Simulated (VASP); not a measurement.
# Ge (Cmmm) in VASP: further runs

One crystal, Ge, is run at these levels: PBE; tasks: single point.

Program: VASP 6.6.1. These are calculated values, not measurements. Logs are shortened: lines on timing, memory, paths and dates and some standing lists are left out, and cuts for length are marked.

### Step 1. Starting point

Symmetry: Cmmm, No. 65, orthorhombic system. The conventional cell has a = 2.794 Å, b = 5.201 Å, c = 2.698 Å, α = 90.00°, β = 90.00°, γ = 90.00°. Around Ge (site symmetry mmm) lie 8 Ge at 2.70 to 2.95 Å.

This isn't the form of Ge at room conditions, which is diamond.

### Step 2. Single point, PBE

INCAR reads:

```
PREC = Accurate ; ENCUT = 450
EDIFF = 0.01 ; ISMEAR = 0
SIGMA = 0.05 ; LREAL = F
LASPH = T ; NELM = 100
ALGO = Normal ; ISIF = 2
LWAVE = F ; LCHARG = F
GGA = PE ; NBANDS = 13
ADDGRID = F
```

KPOINTS reads:

```
Automatic mesh
0
Gamma
  5 5 5
```

POSCAR reads:

```
Ge
1.0
    1.4161900000     -2.6475770000      0.0134350000
    1.3961930000      2.6368340000      0.0183540000
    0.0306960000      0.0025520000      2.6389690000
Ge
1
Direct
    0.4852650000      0.4800630000      0.0156560000
```

Potentials or basis: VASP PAW PBE potentials, release 64 (Ge_d).

Command:

```sh
> cat potpaw_PBE.64/Ge_d/POTCAR > POTCAR
> mpirun -np 1 vasp_std > vasp.out
```

OUTCAR:

```text
PREC = Accurate
   ENCUT = 450
   EDIFF = 0.01
   ISMEAR = 0
   LREAL = F
   LASPH = T
   NELM = 100
   ISIF = 2
   GGA = PE

 Found     63 irreducible k-points:

 Following reciprocal coordinates:
            Coordinates               Weight
  0.000000  0.000000  0.000000      1.000000
  0.200000  0.000000  0.000000      2.000000
  0.400000 -0.000000  0.000000      2.000000
 -0.000000  0.200000  0.000000      2.000000
  0.200000  0.200000  0.000000      2.000000
  0.400000  0.200000  0.000000      2.000000
   k-points           NKPTS =     63   k-points in BZ     NKDIM =     63   number of bands    NBANDS=     13
   number of dos      NEDOS =    301   number of ions     NIONS =      1
   total plane-waves  NPLWV =  10368
   dimension x,y,z NGX =    24 NGY =   24 NGZ =   18
   dimension x,y,z NGXF=    48 NGYF=   48 NGZF=   36
   ions per type =               1
   NGX,Y,Z   is equivalent  to a cutoff of  13.29, 13.37, 11.34 a.u.
   NGXF,Y,Z  is equivalent  to a cutoff of  26.58, 26.74, 22.68 a.u.
 SYSTEM =  unknown system
   PREC   = accura    normal or accurate (medium, high low for compatibility)
   ISTART =      0    job   : 0-new  1-cont  2-samecut
   ICHARG =      2    charge: 1-file 2-atom 10-const
   ISPIN  =      1    spin polarized calculation?
   LNONCOLLINEAR =      F non collinear calculations
   LSORBIT =      F    spin-orbit coupling
   LASPH  =      T    aspherical Exc in radial PAW
   ENCUT  =  450.0 eV  33.07 Ry    5.75 a.u.   5.19  5.16  4.56*2*pi/ulx,y,z
   NELM   =    100;   NELMIN=  2; NELMDL= -5     # of ELM steps
   EDIFF  = 0.1E-01   stopping-criterion for ELM
   LREAL  =      F    real-space projection
   EDIFFG = 0.1E+00   stopping-criterion for IOM
   NSW    =      0    number of steps for IOM
   IBRION =     -1    ionic relax: 0-MD 1-quasi-New 2-CG
   NFREE  =      0    steps in history (QN), initial steepest desc. (CG)
   ISIF   =      2    stress and relaxation
   ISYM   =      2    0-nonsym 1-usesym 2-fastsym
   POTIM  = 0.5000    time-step for ionic-motion
   TEBEG  =    0.0;   TEEND  =   0.0 temperature during run
   PSTRESS=    0.0 pullay stress
   NELECT =      14.0000    total number of electrons
   NUPDOWN=      -1.0000    fix difference up-down
   EMIN   =  10.00;   EMAX   =-10.00  energy-range for DOS
   EFERMI =   0.00;   METHOD = LEGACY
   ISMEAR =     0;   SIGMA  =   0.05  broadening in eV -4-tet -1-fermi 0-gaus
   EFERMI_NEDOS =   21; number of points for ismear=-14 and -15
   IALGO  =     38    algorithm
   IMIX   =      4    mixing-type and parameters
     AMIX     =   0.40;   BMIX     =  1.00
     AMIX_MAG =   1.60;   BMIX_MAG =  1.00
  volume/ion in A,a.u.               =      19.61       132.31
  Fermi-wavevector in a.u.,A,eV,Ry     =   1.463234  2.765111 29.130789  2.141053
  Thomas-Fermi vector in A             =   2.579353
   LORBIT       =      0    0 simple, 1 ext, 2 COOP (PROOUT), +10 PAW based schemes
   GGA     = PE    functional components
   LHFCALC =     F    Hartree Fock is set to
   AEXX    =    0.0000 exact exchange contribution
   IVDW    =     0    specifies the selected vdW correction
   LEPSILON=     F    determine dielectric tensor
   LRPA    =     F    only Hartree local field effects (RPA)
 non-spin polarized calculation
 Gauss-broadening in eV      SIGMA  =   0.05
  energy-cutoff  :      450.00
  volume of cell :       19.61
 maximum number of plane-waves:       433
 NGX is ok and might be reduce to    24

 number of electron      14.0000005 magnetization

 Free energy of the ion-electron system (eV)
  ---------------------------------------------------
  ext. energy  EPLUGINS =         0.00000000
  ---------------------------------------------------
  free energy    TOTEN  =        -4.24694510 eV

  energy without entropy =       -4.24570874  energy(sigma->0) =       -4.24632692

 E-fermi :   6.0236     XC(G=0): -11.0253

 val. band max:        6.0128160617   @ k =   0.2000   0.4000   0.2000
 cond. band min:       6.0556093056   @ k =   0.4000  -0.0000   0.4000
 fundamental gap:      0.0427932440
 Fermi energy:         6.0236056505

 k-point     1 :       0.0000    0.0000    0.0000
  band No.  band energies     occupation
      1     -18.4176      2.00000
      2     -18.2908      2.00000
      3     -18.2379      2.00000
      4     -18.1538      2.00000
      5     -18.1506      2.00000
      6      -6.6380      2.00000
      7      12.7806      0.00000
      8      13.7473      0.00000
      9      14.4285      0.00000
     10      16.7444      0.00000
     11      18.3556      0.00000
     12      20.7518      0.00000
     13      21.0534      0.00000

 k-point     2 :       0.2000    0.0000    0.0000
  band No.  band energies     occupation
      1     -18.3963      2.00000
      2     -18.2671      2.00000
      3     -18.2302      2.00000
      4     -18.1672      2.00000
      5     -18.1570      2.00000
      6      -5.6966      2.00000
      7       8.7120      0.00000
      8      11.2616      0.00000
      9      14.6357      0.00000
     10      15.7884      0.00000
     11      18.7887      0.00000
     12      21.7307      0.00000
     13      25.2871      0.00000

 k-point     3 :       0.4000   -0.0000    0.0000
  band No.  band energies     occupation
      1     -18.3738      2.00000
      2     -18.2697      2.00000
      3     -18.1940      2.00000
      4     -18.1667      2.00000
      5     -18.1620      2.00000
      6      -2.9966      2.00000
      7       2.5432      2.00000
      8       9.6277      0.00000
      9      13.6900      0.00000
     10      16.7971      0.00000
     11      21.4684      0.00000
     12      24.6800      0.00000
     13      25.7140      0.00000

 k-point     4 :      -0.0000    0.2000    0.0000
  band No.  band energies     occupation
      1     -18.3955      2.00000
      2     -18.2641      2.00000
      3     -18.2330      2.00000
      4     -18.1684      2.00000
      5     -18.1563      2.00000
      6      -5.6836      2.00000
      7       8.8275      0.00000
      8      11.1328      0.00000
      9      14.6477      0.00000
     10      15.6432      0.00000
     11      18.7850      0.00000
     12      21.8191      0.00000
     13      25.0861      0.00000

 k-point     5 :       0.2000    0.2000    0.0000
  band No.  band energies     occupation
      1     -18.3702      2.00000
      2     -18.2652      2.00000
      3     -18.1910      2.00000
      4     -18.1845      2.00000
      5     -18.1614      2.00000
      6      -3.7092      2.00000
      7       4.7067      2.00000
      8       7.4724      0.00000
      9      16.3226      0.00000
     10      18.2248      0.00000
     11      19.7249      0.00000
     12      21.3624      0.00000
     13      26.5292      0.00000

 k-point     6 :       0.4000    0.2000    0.0000
  band No.  band energies     occupation
      1     -18.3602      2.00000
      2     -18.2531      2.00000
      3     -18.1937      2.00000
      4     -18.1784      2.00000
      5     -18.1696      2.00000
      6      -1.4245      2.00000
      7       1.6593      2.00000
      8       5.2685      2.00000
      9      17.7051      0.00000
     10      18.9231      0.00000
     11      23.3794      0.00000
     12      24.0803      0.00000
     13      24.7695      0.00000

 [... further k-points ...]

------------------------ aborting loop because EDIFF is reached ----------------------------------------

  FORCE on cell =-STRESS in cart. coord.  units (eV):
  Direction    XX          YY          ZZ          XY          YZ          ZX
  --------------------------------------------------------------------------------------
  -------------------------------------------------------------------------------------
  Total        0.2048057      2.3567439      0.9392908     -0.1671293      0.0449773      0.1280858
  in kB       16.7355952    192.5801172     76.7536597    -13.6568869      3.6752969     10.4664676
  external PRESSURE =      95.3564574 kB  Pullay stress =       0.0000000 kB

 VOLUME and BASIS-vectors are now :
 -----------------------------------------------------------------------------
  energy-cutoff  :      450.00
  volume of cell :       19.61
      direct lattice vectors                 reciprocal lattice vectors
     1.416190000 -2.647577000  0.013435000     0.354897238 -0.187889191 -0.003946402
     1.396193000  2.636834000  0.018354000     0.356347309  0.190588350 -0.004329273
     0.030696000  0.002552000  2.638969000    -0.004285175 -0.000368995  0.378986066

 POSITION                                       TOTAL-FORCE (eV/Angst)
 -----------------------------------------------------------------------------------
      1.35797     -0.01889      0.05665        -0.000000     -0.000000      0.000000
 -----------------------------------------------------------------------------------
    total drift:                                0.000038     -0.000117      0.000157

  FREE ENERGIE OF THE ION-ELECTRON SYSTEM (eV)
  ---------------------------------------------------
  free  energy   TOTEN  =        -4.2469451000 eV

  energy  without entropy=       -4.2457087411  energy(sigma->0) =       -4.24632692
```

Run time: 2.2 s. Hardware: 1 thread of Intel Xeon 6975P-C (Granite Rapids), shared host; peak memory 0.12 GiB.

The run converged, but some of its settings lie outside the range that counts as converged, so its numbers aren't taken as properties of the crystal.

Results:

```yaml
Free_energy: -4.2469 eV
Pressure: 9.5 GPa
Band_gap_on_the_k_mesh: none (metal or under the smearing width)
```

Caveat: the k mesh is coarse (spacing up to 0.51 Å⁻¹), so the values aren't converged.

### Step 3. Single point, PBE

This run uses another cell than the first one, of the same volume but with other edges.

Edit INCAR of step 2 so:

```diff
@@ -1,3 +1,3 @@
 PREC = Accurate ; ENCUT = 450
-EDIFF = 0.01 ; ISMEAR = 0
+EDIFF = 0.001 ; ISMEAR = 0
 SIGMA = 0.05 ; LREAL = F
```

KPOINTS is that of step 2.

POSCAR reads:

```
Ge
1.0
    1.3971490000     -2.6005160000      0.0000000000
    1.3971490000      2.6005160000      0.0000000000
    0.0000000000      0.0000000000      2.6982310000
Ge
1
Direct
    0.5000000000      0.5000000000      0.0000000000
```

Potentials or basis: VASP PAW PBE potentials, release 64 (Ge_d).

Command:

```sh
> cat potpaw_PBE.64/Ge_d/POTCAR > POTCAR
> mpirun -np 1 vasp_std > vasp.out
```

Run time: 1.9 s. Hardware: 1 thread of Intel Xeon 6975P-C (Granite Rapids), shared host; peak memory 0.12 GiB.

These settings aren't checked as converged: the numbers below hold their error.

Results:

```
Free energy            : -4.2401 eV
Pressure               : -0.7 GPa
Band gap on the k mesh : none (metal or under the smearing width)
```

Caveat: the k mesh is coarse (spacing up to 0.51 Å⁻¹), so the values aren't converged.
